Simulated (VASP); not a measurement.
# AlGaN2 (P-4m2) in VASP: a series of runs

One crystal, AlGaN2, is run at these levels: LDA; tasks: single point.

Program: VASP 6.6.1. These are calculated values, not measurements. Logs are shortened: lines on timing, memory, paths and dates and some standing lists are left out, and cuts for length are marked.

### Step 1. The cell of the first run

It takes space group P-4m2 (No. 115, tetragonal). The conventional cell has a = 3.196 Å, b = 3.196 Å, c = 4.424 Å, α = 90.00°, β = 90.00°, γ = 90.00°. Al (site symmetry -4m2) is surrounded by 4 N at 1.91 Å. Around Ga (site symmetry -4m2) lie 4 N at 1.97 Å. N (site symmetry 2mm) is surrounded by 2 Al at 1.91 Å and 2 Ga at 1.97 Å.

The cell comes from a database or a generator and needn't be the stable form of this composition.

### Step 2. Single point, LDA (strain +0.0175 x Voigt [1, 1, 0, 0, 0, 0], atoms carried along)

INCAR

```
PREC = Accurate
ENCUT = 520
EDIFF = 1E-6
ISMEAR = 0
SIGMA = 0.05
LREAL = False
LASPH = True
NELM = 100
ALGO = Normal
ISIF = 2
LWAVE = False
LCHARG = False
GGA = CA
NBANDS = 21
```

KPOINTS

```
regular mesh
0
Gamma
  8 8 6
```

POSCAR

```
AlGaN2
1.0
    3.1958423971      0.0000000000      0.0000000000
    0.0000000000      3.1958423971      0.0000000000
    0.0000000000      0.0000000000      4.4238379400
Al Ga N
1 1 2
Direct
    0.5000000000      0.5000000000      0.5000000000
    0.0000000000      0.0000000000      0.0000000000
    0.5000000000      0.0000000000      0.7382648100
    0.0000000000      0.5000000000      0.2617351900
```

Potentials or basis: VASP PAW LDA potentials, release 64 (Al, Ga_d, N).

Command:

```console
$ cat potpaw_LDA.64/Al/POTCAR potpaw_LDA.64/Ga_d/POTCAR potpaw_LDA.64/N/POTCAR > POTCAR
$ mpirun -np 1 vasp_std > vasp.out
```

OUTCAR:

```text
PREC = Accurate
   ENCUT = 520
   EDIFF = 1E-6
   ISMEAR = 0
   LREAL = False
   LASPH = True
   NELM = 100
   ISIF = 2
   GGA = CA

 ion  position               nearest neighbor table
   1  0.500  0.500  0.500-   3 1.91   4 1.91   3 1.91   4 1.91
   2  0.000  0.000  0.000-   3 1.97   4 1.97   4 1.97   3 1.97
   3  0.500  0.000  0.738-   1 1.91   1 1.91   2 1.97   2 1.97
   4  0.000  0.500  0.262-   1 1.91   1 1.91   2 1.97   2 1.97

  LATTYP: Found a simple tetragonal cell.
 ALAT       =     3.1958423971
 C/A-ratio  =     1.3842478415

  Lattice vectors:

 A1 = (   3.1958423971,   0.0000000000,   0.0000000000)
 A2 = (   0.0000000000,   3.1958423971,   0.0000000000)
 A3 = (   0.0000000000,   0.0000000000,   4.4238379400)

Analysis of symmetry for initial positions (statically):
=====================================================================
 Subroutine PRICEL returns:
 Original cell was already a primitive cell.

 Routine SETGRP: Setting up the symmetry group for a
 simple tetragonal supercell.

 Subroutine GETGRP returns: Found  8 space group operations
 (whereof  8 operations were pure point group operations)
 out of a pool of 16 trial point group operations.

The static configuration has the point symmetry D_2d.

Analysis of symmetry for dynamics (positions and initial velocities):
=====================================================================
 Subroutine PRICEL returns:
 Original cell was already a primitive cell.

 Routine SETGRP: Setting up the symmetry group for a
 simple tetragonal supercell.

 Subroutine GETGRP returns: Found  8 space group operations
 (whereof  8 operations were pure point group operations)
 out of a pool of 16 trial point group operations.

The dynamic configuration has the point symmetry D_2d.

 Subroutine INISYM returns: Found  8 space group operations
 (whereof  8 operations are pure point group operations),
 and found     1 'primitive' translations

----------------------------------------------------------------------------------------

                                     Primitive cell

  volume of cell :      45.1825
[... 87 lines left out ...]
   ISPIN  =      1    spin polarized calculation?
   LNONCOLLINEAR =      F non collinear calculations
   LSORBIT =      F    spin-orbit coupling
   LASPH  =      T    aspherical Exc in radial PAW
   ENCUT  =  520.0 eV  38.22 Ry    6.18 a.u.   5.94  5.94  8.23*2*pi/ulx,y,z
   NELM   =    100;   NELMIN=  2; NELMDL= -5     # of ELM steps
   EDIFF  = 0.1E-05   stopping-criterion for ELM
   LREAL  =      F    real-space projection
   EDIFFG = 0.1E-04   stopping-criterion for IOM
   NSW    =      0    number of steps for IOM
   IBRION =     -1    ionic relax: 0-MD 1-quasi-New 2-CG
   NFREE  =      0    steps in history (QN), initial steepest desc. (CG)
   ISIF   =      2    stress and relaxation
   ISYM   =      2    0-nonsym 1-usesym 2-fastsym
   POTIM  = 0.5000    time-step for ionic-motion
   TEBEG  =    0.0;   TEEND  =   0.0 temperature during run
   PSTRESS=    0.0 pullay stress
   NELECT =      26.0000    total number of electrons
   NUPDOWN=      -1.0000    fix difference up-down
   EMIN   =  10.00;   EMAX   =-10.00  energy-range for DOS
   EFERMI =   0.00;   METHOD = LEGACY
   ISMEAR =     0;   SIGMA  =   0.05  broadening in eV -4-tet -1-fermi 0-gaus
   EFERMI_NEDOS =   21; number of points for ismear=-14 and -15
   IALGO  =     38    algorithm
   IMIX   =      4    mixing-type and parameters
     AMIX     =   0.40;   BMIX     =  1.00
     AMIX_MAG =   1.60;   BMIX_MAG =  1.00
  volume/ion in A,a.u.               =      11.30        76.23
  Fermi-wavevector in a.u.,A,eV,Ry     =   1.361683  2.573208 25.227654  1.854180
  Thomas-Fermi vector in A             =   2.488238
   LORBIT       =      0    0 simple, 1 ext, 2 COOP (PROOUT), +10 PAW based schemes
   GGA     = CA    functional components
   LHFCALC =     F    Hartree Fock is set to
   AEXX    =    0.0000 exact exchange contribution
   IVDW    =     0    specifies the selected vdW correction
   LEPSILON=     F    determine dielectric tensor
   LRPA    =     F    only Hartree local field effects (RPA)
 non-spin polarized calculation
 Gauss-broadening in eV      SIGMA  =   0.05
  energy-cutoff  :      520.00
  volume of cell :       45.18
 maximum number of plane-waves:      1240
 NGX is ok and might be reduce to    24
   NGX = 11   NGY = 11   NGZ = 17

 number of electron      25.9999995 magnetization

 Free energy of the ion-electron system (eV)
  ---------------------------------------------------
  ext. energy  EPLUGINS =         0.00000000
  ---------------------------------------------------
  free energy    TOTEN  =       -30.23019641 eV

  energy without entropy =      -30.23019641  energy(sigma->0) =      -30.23019641

 E-fermi :   5.2484     XC(G=0): -11.5557

 val. band max:        5.0172013196   @ k =   0.0000   0.0000   0.0000
 cond. band min:       7.6520936510   @ k =   0.0000   0.0000   0.0000
 fundamental gap:      2.6348923314
 Fermi energy:         5.2484490846

 k-point     1 :       0.0000    0.0000    0.0000
  band No.  band energies     occupation
      1     -10.0680      2.00000
      2      -8.9083      2.00000
      3      -8.0702      2.00000
      4      -8.0702      2.00000
      5      -8.0266      2.00000
      6      -7.8859      2.00000
[... 565 lines left out ...]
     20      16.7320      0.00000
     21      16.8297      0.00000

 [... further k-points ...]

------------------------ aborting loop because EDIFF is reached ----------------------------------------

  FORCE on cell =-STRESS in cart. coord.  units (eV):
  Direction    XX          YY          ZZ          XY          YZ          ZX
  --------------------------------------------------------------------------------------
  -------------------------------------------------------------------------------------
  Total       -3.1140998     -3.1140998     -2.5030111      0.0000000      0.0000000     -0.0000000
  in kB     -110.4264714   -110.4264714    -88.7571679      0.0000000      0.0000000     -0.0000000
  external PRESSURE =    -103.2033702 kB  Pullay stress =       0.0000000 kB

 VOLUME and BASIS-vectors are now :
 -----------------------------------------------------------------------------
  energy-cutoff  :      520.00
  volume of cell :       45.18
      direct lattice vectors                 reciprocal lattice vectors
     3.195842397  0.000000000  0.000000000     0.312906544  0.000000000  0.000000000
     0.000000000  3.195842397  0.000000000     0.000000000  0.312906544  0.000000000
     0.000000000  0.000000000  4.423837940     0.000000000  0.000000000  0.226048064

 POSITION                                       TOTAL-FORCE (eV/Angst)
 -----------------------------------------------------------------------------------
      1.59792      1.59792      2.21192        -0.000000     -0.000000      0.000000
      0.00000      0.00000      0.00000        -0.000000      0.000000      0.000000
      1.59792      0.00000      3.26596         0.000000      0.000000      0.130234
      0.00000      1.59792      1.15787        -0.000000      0.000000     -0.130234
 -----------------------------------------------------------------------------------
    total drift:                                0.000000      0.000000     -0.000000

  FREE ENERGIE OF THE ION-ELECTRON SYSTEM (eV)
  ---------------------------------------------------
  free  energy   TOTEN  =       -30.2301964149 eV

  energy  without entropy=      -30.2301964149  energy(sigma->0) =      -30.23019641
```

It took 18 s on 1 thread of Intel Xeon Platinum 8559C (Emerald Rapids), shared host; peak memory 0.17 GiB.

Results:

```
Free energy            : -30.2302 eV
Pressure               : -10.3 GPa
Largest force          : 0.130 eV/Å
Band gap on the k mesh : 2.63 eV, direct
```

Forces on the atoms (eV/Å):
```
Al   0.000  0.000  0.000
Ga   0.000  0.000  0.000
N    0.000  0.000  0.130
N    0.000  0.000 -0.130
```

### Step 3. Single point, LDA (strain +0.0200 x Voigt [1, 1, 0, 0, 0, 0], atoms carried along)

INCAR

```
ALGO     = Normal         # electronic algorithm
EDIFF    = 1E-7           # SCF threshold, eV
ENCUT    = 520            # plane-wave cutoff, eV
ISIF     = 2              # what is computed and relaxed
ISMEAR   = 0              # smearing method
LASPH    = True           # aspherical terms in the spheres
LCHARG   = True           # write CHGCAR
LELF     = True           # ELF
LREAL    = False          # projectors in reciprocal space
LVHAR    = True         
LWAVE    = False          # write WAVECAR
NBANDS   = 21             # bands
NELM     = 100            # most SCF steps
PREC     = Accurate       # precision mode
SIGMA    = 0.05           # smearing width, eV
```

KPOINTS

```
k-points
0
Gamma
  8 8 6
```

Edit POSCAR of step 2 so:

```diff
@@ -2,4 +2,4 @@
 1.0
-    3.1958423971      0.0000000000      0.0000000000
-    0.0000000000      3.1958423971      0.0000000000
+    3.2036945897      0.0000000000      0.0000000000
+    0.0000000000      3.2036945897      0.0000000000
     0.0000000000      0.0000000000      4.4238379400
```

Potentials or basis: VASP PAW LDA potentials, release 64 (Al, Ga_d, N).

Command:

```console
$ cat potpaw_LDA.64/Al/POTCAR potpaw_LDA.64/Ga_d/POTCAR potpaw_LDA.64/N/POTCAR > POTCAR
$ mpirun -np 1 vasp_std > vasp.out
```

Wall time 21 s (1 thread of Intel Xeon Platinum 8559C (Emerald Rapids), shared host); peak memory 0.17 GiB.

It converged, with:

* Free energy: -30.2144 eV
* Pressure: -11.1 GPa
* Largest force: 0.124 eV/Å
* Band gap on the k mesh: 2.60 eV, direct

Forces on the atoms (eV/Å):
```
Al   0.000  0.000  0.000
Ga   0.000  0.000  0.000
N    0.000  0.000  0.124
N    0.000  0.000 -0.124
```

Stress tensor (GPa, compression positive):
```
-11.94   0.00   0.00
  0.00 -11.94   0.00
  0.00   0.00  -9.45
```

Levels at points of the mesh, in eV from the valence-band top:
```
           k point  band 9  band 10  band 11  band 12  band 13  band 14  band 15  band 16  band 17  band 18
(0.00, 0.00, 0.00)   -2.32    -2.32    -0.14     0.00     0.00     2.60     3.43     7.04    10.80    10.80
(0.50, 0.00, 0.00)   -4.29    -2.75    -2.70    -1.01    -0.72     6.65     6.91     7.67     7.88    10.03
(0.50, 0.50, 0.00)   -4.91    -2.12    -2.11    -2.11    -2.11     3.28     3.28     6.07     8.51    11.98
(0.00, 0.00, 0.50)   -2.42    -1.53    -1.53    -1.02    -1.02     5.06     5.22     7.44     8.68    11.15
(0.50, 0.00, 0.50)   -5.99    -0.98    -0.75    -0.60    -0.49     4.81     6.19     8.87     9.12     9.75
(0.50, 0.50, 0.50)   -4.32    -3.81    -3.13    -3.09    -3.09     6.16     6.16     8.30    10.48    10.93
```
